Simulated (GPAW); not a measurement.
# Au (Im-3m) in GPAW: settings compared, part 2 of 2

GPAW 26.7.0. Earlier steps stand in the parts before.

## 4. RPA correlation energy, PBE

run.py reads:

```python
import numpy as np
from ase import Atoms
from ase.units import Bohr, Ha
from gpaw import GPAW, PW
from gpaw.hybrids.energy import non_self_consistent_energy
from gpaw.xc.rpa import RPACorrelation

atoms = Atoms(['Au'],
              cell=[[-1.657269, 1.657269, 1.657269],
                    [1.657269, -1.657269, 1.657269],
                    [1.657269, 1.657269, -1.657269]],
              scaled_positions=[[0.0, 0.0, 0.0]],
              pbc=True)

for x in [1.0]:
    ecuts = np.array([160.0, 200.0, 250])
    a = atoms.copy()
    a.set_cell(atoms.cell * x**(1 / 3), scale_atoms=True)
    calc = GPAW(mode=PW(500),
                xc='PBE',
                kpts={'size': (3, 3, 3), 'gamma': True},
                occupations={'name': 'fermi-dirac', 'width': 0.05},
                nbands=14,
                convergence={'density': 1e-06},
                maxiter=75,
                txt=f'gs-{x:.2f}.txt')
    a.calc = calc
    dft = a.get_potential_energy(force_consistent=True)
    calc.write(f'gs-{x:.2f}.gpw')
    exx = non_self_consistent_energy(calc, 'EXX').sum()
    calc.diagonalize_full_hamiltonian(nbands=int(a.get_volume() / Bohr**3 * (ecuts[-1] / Ha)**1.5 * 2**0.5 / 3 / np.pi**2 * 1.15) + 30)
    calc.write(f'full-{x:.2f}.gpw', mode='all')
    ec = RPACorrelation(f'full-{x:.2f}.gpw', ecut=ecuts, nfrequencies=8, skip_gamma=True, frequency_scale=2.5, txt=f'rpa-{x:.2f}.txt').calculate()
    slope, ec_inf = np.polyfit(ecuts**-1.5, ec, 1)
    print(f'V = {a.get_volume():.4f} A^3: DFT {dft:.5f}, EXX {exx:.5f}, correlation', *ec.round(5), f'extrapolated {ec_inf:.5f}, total {exx + ec_inf:.5f} eV', flush=True)
```

Potentials or basis: GPAW PAW data sets (gpaw-data 1.2.1), pw.

Started as:

```
> OMP_NUM_THREADS=1 python run.py
```

The log of the run:

```text
Using integrator: PointIntegrator
FrequencyDescriptor(from 0.000+0.001j to 0.000+800.000j eV, 8 points)
Nonperiodic BCs:  [False False False]
Using integrator: PointIntegrator
FrequencyDescriptor(from 0.000+0.001j to 0.000+800.000j eV, 8 points)
Nonperiodic BCs:  [False False False]
Integrating chi0 body.

Symmetries of q_c:
    Direct symmetries (Uq -> q): 4
    Indirect symmetries (TUq -> q): 0
In total 4 allowed symmetries.

  ( 1  1  1)  ( 1  1  1)  ( 1  0  0)  ( 1  0  0)
  ( 0  0 -1)  ( 0 -1  0)  ( 0  1  0)  ( 0  0  1)
  ( 0 -1  0)  ( 0  0 -1)  ( 0  0  1)  ( 0  1  0)

12 groups of equivalent kpoints. 55.55555555555556% reduction.

Integral kind: hermitian response function
Integrating chi0 body.

Symmetries of q_c:
    Direct symmetries (Uq -> q): 4
    Indirect symmetries (TUq -> q): 0
In total 4 allowed symmetries.

  ( 1  1  1)  ( 1  1  1)  ( 1  0  0)  ( 1  0  0)
  ( 0  0 -1)  ( 0 -1  0)  ( 0  1  0)  ( 0  0  1)
  ( 0 -1  0)  ( 0  0 -1)  ( 0  0  1)  ( 0  1  0)

12 groups of equivalent kpoints. 55.55555555555556% reduction.

Integral kind: hermitian response function
Integrating chi0 body.

Symmetries of q_c:
    Direct symmetries (Uq -> q): 4
    Indirect symmetries (TUq -> q): 0
In total 4 allowed symmetries.

  ( 1  1  1)  ( 1  1  1)  ( 1  0  0)  ( 1  0  0)
  ( 0  0 -1)  ( 0 -1  0)  ( 0  1  0)  ( 0  0  1)
  ( 0 -1  0)  ( 0  0 -1)  ( 0  0  1)  ( 0  1  0)

12 groups of equivalent kpoints. 55.55555555555556% reduction.

Integral kind: hermitian response function
Integrating chi0 body.

Symmetries of q_c:
    Direct symmetries (Uq -> q): 8
    Indirect symmetries (TUq -> q): 0
In total 8 allowed symmetries.

  ( 1  1  1)  ( 1  1  1)  ( 1  0  0)  ( 1  0  0)  ( 0  1  0)  ( 0  1  0)
  ( 0  0 -1)  ( 0  0 -1)  ( 0  1  0)  ( 0  1  0)  ( 1  0  0)  ( 1  0  0)
  ( 0 -1  0)  (-1  0  0)  ( 0  0  1)  (-1 -1 -1)  ( 0  0  1)  (-1 -1 -1)

  ( 0  0 -1)  ( 0  0 -1)
  ( 1  1  1)  ( 1  1  1)
  ( 0 -1  0)  (-1  0  0)

9 groups of equivalent kpoints. 66.66666666666667% reduction.

Integral kind: hermitian response function
Integrating chi0 body.

Symmetries of q_c:
    Direct symmetries (Uq -> q): 8
    Indirect symmetries (TUq -> q): 0
In total 8 allowed symmetries.

  ( 1  1  1)  ( 1  1  1)  ( 1  0  0)  ( 1  0  0)  ( 0  1  0)  ( 0  1  0)
  ( 0  0 -1)  ( 0  0 -1)  ( 0  1  0)  ( 0  1  0)  ( 1  0  0)  ( 1  0  0)
  ( 0 -1  0)  (-1  0  0)  ( 0  0  1)  (-1 -1 -1)  ( 0  0  1)  (-1 -1 -1)

  ( 0  0 -1)  ( 0  0 -1)
  ( 1  1  1)  ( 1  1  1)
  ( 0 -1  0)  (-1  0  0)

9 groups of equivalent kpoints. 66.66666666666667% reduction.

Integral kind: hermitian response function
Integrating chi0 body.

Symmetries of q_c:
    Direct symmetries (Uq -> q): 8
    Indirect symmetries (TUq -> q): 0
In total 8 allowed symmetries.

  ( 1  1  1)  ( 1  1  1)  ( 1  0  0)  ( 1  0  0)  ( 0  1  0)  ( 0  1  0)
  ( 0  0 -1)  ( 0  0 -1)  ( 0  1  0)  ( 0  1  0)  ( 1  0  0)  ( 1  0  0)
  ( 0 -1  0)  (-1  0  0)  ( 0  0  1)  (-1 -1 -1)  ( 0  0  1)  (-1 -1 -1)

  ( 0  0 -1)  ( 0  0 -1)
  ( 1  1  1)  ( 1  1  1)
  ( 0 -1  0)  (-1  0  0)

9 groups of equivalent kpoints. 66.66666666666667% reduction.

Integral kind: hermitian response function
Integrating chi0 body.

Symmetries of q_c:
    Direct symmetries (Uq -> q): 6
    Indirect symmetries (TUq -> q): 0
In total 6 allowed symmetries.

  ( 1  0  0)  ( 1  0  0)  ( 0  1  0)  ( 0  1  0)  ( 0  0  1)  ( 0  0  1)
  ( 0  1  0)  ( 0  0  1)  ( 1  0  0)  ( 0  0  1)  ( 1  0  0)  ( 0  1  0)
  ( 0  0  1)  ( 0  1  0)  ( 0  0  1)  ( 1  0  0)  ( 0  1  0)  ( 1  0  0)

10 groups of equivalent kpoints. 62.96296296296296% reduction.

Integral kind: hermitian response function
Integrating chi0 body.

Symmetries of q_c:
    Direct symmetries (Uq -> q): 6
    Indirect symmetries (TUq -> q): 0
In total 6 allowed symmetries.

  ( 1  0  0)  ( 1  0  0)  ( 0  1  0)  ( 0  1  0)  ( 0  0  1)  ( 0  0  1)
  ( 0  1  0)  ( 0  0  1)  ( 1  0  0)  ( 0  0  1)  ( 1  0  0)  ( 0  1  0)
  ( 0  0  1)  ( 0  1  0)  ( 0  0  1)  ( 1  0  0)  ( 0  1  0)  ( 1  0  0)

10 groups of equivalent kpoints. 62.96296296296296% reduction.

Integral kind: hermitian response function
Integrating chi0 body.

Symmetries of q_c:
    Direct symmetries (Uq -> q): 6
    Indirect symmetries (TUq -> q): 0
In total 6 allowed symmetries.

  ( 1  0  0)  ( 1  0  0)  ( 0  1  0)  ( 0  1  0)  ( 0  0  1)  ( 0  0  1)
  ( 0  1  0)  ( 0  0  1)  ( 1  0  0)  ( 0  0  1)  ( 1  0  0)  ( 0  1  0)
  ( 0  0  1)  ( 0  1  0)  ( 0  0  1)  ( 1  0  0)  ( 0  1  0)  ( 1  0  0)

10 groups of equivalent kpoints. 62.96296296296296% reduction.

Integral kind: hermitian response function
```

Wall time 6.6 s (1 thread of Arm Neoverse V2, shared host); peak memory 0.22 GiB.

What came out:

```yaml
Free_energy: -3.4431 eV
Band_gap_on_the_k_mesh_mean-field_level: none (metal or under the smearing width)
```

Caveat: the k mesh is coarse (spacing up to 0.89 Å⁻¹), so the values aren't converged; RPA of a metal hangs on this mesh. Spin-orbit coupling is left out, which matters for the levels of Au.
